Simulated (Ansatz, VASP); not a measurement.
# One calculation of BN (Qingsongite), two programs

```
B N
1.0
     0.00000    1.70375    1.70375
     1.70375    0.00000    1.70375
     1.70375    1.70375    0.00000
B N
1 1
Cartesian
  0.0000 0.0000 0.0000
  0.8519 0.8519 0.8519
```

Change from the starting cell: hydrostatic strain -5.6%.

Alike in both runs: task single point; functional HSE06; k mesh 8 × 8 × 8; no spin polarisation.

|  | VASP | Ansatz |
| --- | --- | --- |
| version | VASP 6.6.1 | Ansatz 0.2.0 |
| potentials or method | VASP PAW PBE potentials, release 64 (B, N) | plane waves, PAW |
| plane-wave cutoff (eV) | 520 | 420 |
| occupations | gaussian, width 0.01 eV | fixed |
| valence electrons in the cell | 8 | 8 |

|  | VASP | Ansatz | Ansatz less VASP |
| --- | --- | --- | --- |
| gap on the k mesh at the Fermi level (eV) | 5.99 | 6.01 | +0.022 |
| pressure (GPa) | 88.4 | 87.3 | -1.09 |

Ansatz warned: «stress_exchange_threshold_loose».

Caveats: the cell as given lies far from equilibrium; so large a pressure means that the cell lies far from this level's equilibrium, or that cutoff or potentials fall short (VASP); the potentials were made for another functional, which shifts forces and pressure (VASP). A k mesh can miss the band edges.
